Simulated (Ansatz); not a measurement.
Level of theory: DFT PBE, scalar-relativistic, plane waves, PAW in Ansatz 0.2.0. Settings: cutoff 420 eV, Γ-centred meshes spaced at most about 0.3 Å⁻¹, and about 0.25 Å⁻¹ or finer for metals (2π included), Gaussian smearing. No spin polarisation.

These are static total energies at zero pressure.

**Question.** Order these relaxed structures of Be2H by energy, lowest first, with the energy over the lowest of them.
1. Space group P4/nmm (No. 129), tetragonal, a = 4.011 Å, c = 3.478 Å. Around Be lie 2 H at 1.67 Å and 4 Be at 2.01 Å; H has 4 Be at 1.67 Å.
2. Space group P-3m1 (No. 164), trigonal, a = 2.539 Å, c = 3.577 Å. Be has 3 H at 1.74 Å, 6 Be at 2.25–2.37 Å and 6 Be at 2.54 Å; around H lie 6 Be at 1.74 Å.
3. Space group P4/mmm (No. 123), tetragonal, a = 2.329 Å, c = 4.193 Å. Be has 4 H at 1.96 Å, 2 Be at 2.05–2.14 Å and 4 Be at 2.33 Å; H is surrounded by 8 Be at 1.96 Å and 4 H at 2.33 Å.
4. Space group P-1 (No. 2), triclinic, a = 3.544 Å, b = 3.662 Å, c = 3.894 Å, α = 69.2°, β = 68.1°, γ = 67.4°. Be on its first site is surrounded by 1 H at 1.58 Å, 1 H at 1.69 Å and 8 Be at 2.14–2.39 Å; Be on its second site is surrounded by 1 H at 1.47 Å, 1 H at 1.88 Å and 8 Be at 2.14–2.32 Å; H has 1 Be at 1.47 Å, 1 Be at 1.58 Å and 1 Be at 1.69 Å.
5. Space group P6/mmm (No. 191), hexagonal, a = 4.267 Å, c = 8.047 Å. Be on a site of symmetry mmm has 6 Be at 2.13 Å; Be on a site of symmetry 6/mmm has 6 Be at 2.13 Å; H has 1 H at 0.75 Å.

**Answer.** 4 (0 meV/atom), 2 (195 meV/atom), 5 (259 meV/atom), 1 (504 meV/atom), 3 (617 meV/atom). Forms: cell 4 P-1; cell 2 anti-cadmium iodide type, P-3m1; cell 5 P6/mmm; cell 1 P4/nmm; cell 3 P4/mmm. Counting H atoms around Be (those within 1.25 times the shortest such distance or 1.15 times the sum of covalent radii, 1.27 where that leaves under three; a plus sign parts nearer from farther groups; the shortest distance is added where it exceeds 1.18 times the sum of covalent radii; a slash parts the counts of unlike sites): cell 4 has Be 1/2; cell 2 has Be 3; cell 5 has Be 2+2 from 3.6 Å/4+8 from 4.2 Å; cell 1 has Be 2; cell 3 has Be 4 from 2.0 Å. Cell 5 holds H–H pairs as short as in free H₂ molecules (shortest 0.75 Å) (bonds between like non-metal atoms; other contacts aren't counted). All come from invented guesses. Even the lowest of the cells shown lies +0.27 eV/atom against the elements.

Weakly bound directions are ill-defined at this level, which has no dispersion term (P6/mmm, P4/nmm), and this can change margins and order among such cells. With hydrogen, zero-point motion can shift such differences by 10 meV/atom or more. Cells relaxed within their symmetry can be saddle points. Some candidate types were left out of the draw beforehand, so a known form may be missing.
